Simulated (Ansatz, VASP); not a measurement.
**GaSb in two plane-wave programs**

Wanted: the spread between two codes on one cell, functional and k mesh. The structure shown is the end of the Ansatz relaxation below.

Calculated with Ansatz 0.2.0; plane waves, with VASP 6.6.1 beside it; single point at LDA.

### 1. Starting point

The structure is tetragonal, space group I-4m2 (No. 119). The conventional cell has a = 4.149 Å, b = 4.149 Å, c = 6.214 Å, α = 90.00°, β = 90.00°, γ = 90.00°. Nearest to Ga lie 4 Sb at 2.59 Å. Sb has 4 Ga at 2.59 Å nearest. Farther neighbours are not listed.

### 2. Ansatz: relaxation, LDA

Ansatz runs on its PAW soft_1 files.

This run makes the geometry at which the two programs are then compared.

input.yaml

```yaml
crystal:
  lattice:
    - [0.0, 2.9338232546, 3.0796153182]
    - [2.9338232546, 0.0, 3.0796153182]
    - [2.9338232546, 2.9338232546, 0.0]
  atoms:
    - { symbol: Ga, position: [1.64042e-05, 1.64042e-05, 4.3046e-06] }
    - { symbol: Sb, position: [0.7499835958, 0.7499835958, 0.7499956954] }
  conventional_axes: [[-1, 1, 1], [1, -1, 1], [1, 1, -1]]
kpoints:
  mp_grid: { grid: [12, 12, 12], shift: [0.5, 0.5, 0.5] }
hamiltonian:
  xc: lda
  pseudopotentials: { kind: paw, azcp: { folder: soft_1 }, xc_functional: pbe }
scf:
  occupations: { method: gaussian, width: 0.015 }
output:
  forces: true
  stress: true
  eigenvalues: true
relax:
  adjacent_minimum: "off"
  f_tol: 0.001
  max_steps: 60
  cell: { stress_tol: 0.01, fix: [a, b, angles] }
```

The run is started by

```sh
$ ansatz run input.yaml --threads 4 --pin off --max-ram 10240MiB --backend cpu --events-out ev --progress --plain --runs-dir out
```

Numbers of over 12 decimals in the logs are rounded to 6 here.

Log:

```text
Engine: ansatz 0.2.0, aarch64-unknown-linux-gnu
Pseudopotentials: kind: paw
Pseudopotential: Ga, paw, valence charge 13, recommended cutoff 420 eV (normal), soft_1/Ga.paw.azcp
Pseudopotential: Sb, paw, valence charge 15, recommended cutoff 420 eV (normal), soft_1/Sb.paw.azcp
Functional definition: SPW92
  exchange = slater_x
  correlation = pw_c
Crystal: 2 atoms, lattice volume = 53.014 Å³
Basis set: ecut = 420 eV, 1015 PW (Γ)
Bands: 18, of which v1, the nominal top of the filled ones, is band 14 counted from 1 (13 counted from 0)
Symmetry: 2 space group operations
Space group: Cm (ITA 8), of the structure as read, at distance tolerance 3.8e-5 Å
k-points: 468 of 1728 (time reversal used)
Non-local potential: Ga, projectors of the file, l = 0: 2, l = 1: 2, l = 2: 3, l = 3: 1
Non-local potential: Sb, projectors of the file, l = 0: 2, l = 1: 2, l = 2: 2, l = 3: 1
PAW form: soft (Blöchl's): semilocal exchange-correlation on the pseudo side does not see the compensation charge
PAW frozen core: Ga, regenerated for the run's functional, and the local potential with it (the file was generated under x = pbe(κ = 0.804, μ = 0.219515), c = pbe(β = 0.066725))
PAW frozen core: Sb, regenerated for the run's functional, and the local potential with it (the file was generated under x = pbe(κ = 0.804, μ = 0.219515), c = pbe(β = 0.066725))
PAW one-centre angular grid: Ga, 590 points (default); XC on 64 Gauss nodes
PAW one-centre angular grid: Sb, 590 points (default); XC on 64 Gauss nodes
Initial density: superposition of atomic densities (chi_scale 0.1, normalization cell, long waves kept (reshape's long-wave potential 0.00 eV rms))
Initial wavefunctions: pseudopotential atomic-orbital guess
Functional: x = slater, c = lda
SCF iter   1: F=—  HF=-10043.224603 eV  |F-HF|=—  |Δ(HF+E_count)|=         —  Δρ=3.27e-2  dr2=4.74e-1  ethr=3.10e-3  ⟨swp⟩=5.8  Hψ=45072  notcnv=0
preconditioner: auto → none  [insulator: Δε(μ)=0.394 eV  Ē_g=15.145 eV  σ=0.015 eV  W_gap=1.00  n_scr=14 (ndim 8)  ℏωp=21.6 eV  f_vac=0.001  D(μ)=0.00/eV (n_scr^D=0)  ε∞_Penn≈3.0]
SCF iter   2: F=—  HF=-10043.104579 eV  |F-HF|=—  |Δ(HF+E_count)|=   1.20e-1  Δρ=1.45e-2  dr2=7.09e-2  ethr=1.69e-3  ⟨swp⟩=2.0  Hψ=14051  notcnv=0
SCF iter   3: F=—  HF=-10043.096656 eV  |F-HF|=—  |Δ(HF+E_count)|=   7.92e-3  Δρ=5.18e-3  dr2=1.21e-2  ethr=2.53e-4  ⟨swp⟩=3.0  Hψ=15559  notcnv=0
SCF iter   4: F=—  HF=-10043.091500 eV  |F-HF|=—  |Δ(HF+E_count)|=   5.16e-3  Δρ=9.79e-4  dr2=2.80e-4  ethr=4.32e-5  ⟨swp⟩=3.0  Hψ=16343  notcnv=0
SCF iter   5: F=—  HF=-10043.091420 eV  |F-HF|=—  |Δ(HF+E_count)|=   7.96e-5  Δρ=4.64e-4  dr2=3.63e-5  ethr=1.00e-6  ⟨swp⟩=2.0  Hψ=14497  notcnv=0
SCF iter   6: F=—  HF=-10043.091418 eV  |F-HF|=—  |Δ(HF+E_count)|=   1.72e-6  Δρ=2.06e-5  dr2=1.62e-7  ethr=1.30e-7  ⟨swp⟩=2.3  Hψ=14187  notcnv=0
SCF iter   7: F=-10043.091418 eV  HF=-10043.091418 eV  |F-HF|=3.18e-9  |Δ(HF+E_count)|=   1.69e-8  Δρ=5.04e-6  dr2=8.16e-9  ethr=3.57e-10  ⟨swp⟩=6.0  Hψ=40371  notcnv=0
SCF 1 converged in 7 iterations: F = -10043.091418 eV  dr2 = 8.16e-9
  greatest PAW one-centre occupation: 0.996 electrons in one spin orbital (limit 2), on the Sb atom at site 1 (counted from 0), in its partial waves of l = 2
relax step   1: F+E_penalty+E_count = -10043.09141837 eV  Δ(F+E_penalty+E_count) = +0.000e0 eV  max|allowed force component| = 2.957e-4 eV/Å  Δτ_max = 0.0000 Å  P = +2.614 GPa  Ω = 53.014 Å³  fix = [a, b, alpha, beta, gamma]  reactions: a +3.458, b +3.458 GPa; alpha +0.004, beta +0.004, gamma +0.007 GPa/rad  (7 SCF iters, dr2 threshold 1.00e-7 eV, accepted)
[...]
relax step   2: F+E_penalty+E_count = -10043.09266852 eV  Δ(F+E_penalty+E_count) = -1.250e-3 eV  max|allowed force component| = 4.203e-4 eV/Å  Δτ_max = 0.0000 Å  P = +1.926 GPa  Ω = 53.558 Å³  energy of the carried Pulay correction = -6.051e-5 eV  fix = [a, b, alpha, beta, gamma]  reactions: a +2.963, b +2.963 GPa; alpha +0.003, beta +0.003, gamma +0.007 GPa/rad  (4 SCF iters, dr2 threshold 2.00e-7 eV, accepted)
[...]
relax step   3: F+E_penalty+E_count = -10043.09271164 eV  Δ(F+E_penalty+E_count) = -4.312e-5 eV  max|allowed force component| = 3.002e-5 eV/Å  Δτ_max = 0.0000 Å  P = +2.019 GPa  Ω = 53.484 Å³  energy of the carried Pulay correction = -5.223e-5 eV  fix = [a, b, alpha, beta, gamma]  reactions: a +3.029, b +3.029 GPa; alpha +0.004, beta +0.004, gamma +0.008 GPa/rad  (4 SCF iters, dr2 threshold 5.44e-8 eV, accepted)
[...]
relax step   4: F+E_penalty+E_count = -10043.09276320 eV  Δ(F+E_penalty+E_count) = -5.156e-5 eV  max|allowed force component| = 2.927e-5 eV/Å  Δτ_max = 0.0000 Å  P = +2.019 GPa  Ω = 53.484 Å³  fix = [a, b, alpha, beta, gamma]  reactions: a +3.029, b +3.029 GPa; alpha +0.004, beta +0.004, gamma +0.008 GPa/rad  stress off target by 1.95e-3 GPa on what of the cell is left free  SCF on the basis re-selected at this cell (its energy is not comparable with the rows above)  (7 SCF iters)
basis re-selected at this cell: Δ(F+E_penalty+E_count) = -5.156e-5 eV, ΔP = -0.000 GPa vs the last step (what re-selecting the basis moved, of the pressure what is left beyond the Pulay correction that the steps carried, after the strain that the cell walked since its last selection, with what the two solves' SCF thresholds leave and, on support functions, any second-order correction that the steps lacked; it is no m [...]
SCF converged after 7 iterations
Free energy (F): -10043.092763 eV
Harris-Foulkes:  -10043.092763 eV  (|F-HF|=5.46e-12)
Internal energy: -10043.092763 eV  (E = F + TS)
E sigma→0 (E₀):  -10043.092763 eV
Fermi energy:    8.660518 eV
--- Per-component energies (eV) ---
  E_band       = -245.850411
  E_kinetic    = 278.768547
  E_local      = -3294.366559  (includes V_loc(G=0)·N_el)
  E_nonlocal   = 303.334720
  E_hartree    = 1693.124896
  E_xc         = -162.005445
  E_vxc        = -148.244131  (∫ρ·V_xc dr)
  E_paw        = -6311.847910  (= ΣΔE_a)
  E_vpaw       = -771.592674  (= ΣTr[D̂ρ^β])
  E_aug_tail   = -0.000099  (compensation charges beyond the density's cutoff)
  E_ewald      = -2552.388204
  E_core_change = 2.287292  (= ΣΔE_core)
  E_smearing   = -0.000000  (= −TS)
  E_closure    = 0.000000  (closes the sum)
  Σ components = -10043.092763   (vs F -10043.092763, Δ=0.00e0)
--- Forces (eV/Å), atoms counted from 1 ---
  atom   1  Ga    -0.00000968    -0.00000968    -0.00002926
  atom   2  Sb     0.00000970     0.00000970     0.00002928
  max |Σ_I F_I| component: 2.38e-8 eV/Å
--- Stress (GPa, compression-positive) ---
        3.028925      -0.007723      -0.003548
       -0.007723       3.028925      -0.003548
       -0.003548      -0.003548      -0.001949
  P = ⅓ Tr σ = 2.0186 GPa (20.186 kbar)
--- Band table (eV; the first three rows and the last of 468) ---
  k-point 0: bands = [... 10 lower, -3.5813, 7.8144, 8.2893, 8.5098, 9.1535, 11.1737, 11.1899, 11.3834]
  k-point 1: bands = [... 10 lower, -3.4750, 6.8334, 7.7864, 8.4637, 9.6879, 11.2204, 11.2910, 12.0524]
  k-point 2: bands = [... 10 lower, -3.2200, 5.3685, 7.4191, 8.2166, 9.6494, 11.6686, 11.7437, 12.9600]
  k-point 467: bands = [... 10 lower, -1.7530, 1.7162, 6.5094, 7.0098, 9.4109, 12.1052, 12.3917, 15.1882]
--- Relaxed structure (3 steps of the walk, 3 accepted, 1 SCFs on fresh bases) ---
  F+E_penalty+E_count = -10043.09276320 eV   max|allowed force component| = 2.927e-5 eV/Å   (the final SCF, on the basis selected at the relaxed cell)
  cell:  # Å, volume = 53.4836 Å³
    - [0, 2.9338232546, 3.106866]
    - [2.9338232546, 0, 3.106866]
    - [2.9338232546, 2.9338232546, 0]
  atoms:
    - { symbol: Ga, position: [1.670988354844968e-5, 1.670988354844968e-5, 5.476846912778466e-7] }
    - { symbol: Sb, position: [0.749983, 0.749983, 0.749999] }
```

(Continued in part 2 of 4.)

[Lines on the potential files, build, host, timing and source positions are cut from VASP's logs without a mark.]

[Logs are printed without paths, hosts, clocks, repeated set-up lines and the standing remarks that a program may print on its own settings, such as how far it seeks lower states.]

[Hosts, paths, dates, database ids (printed as entryN), source tags and the programs' standing remarks are cut or masked in the printed files.]
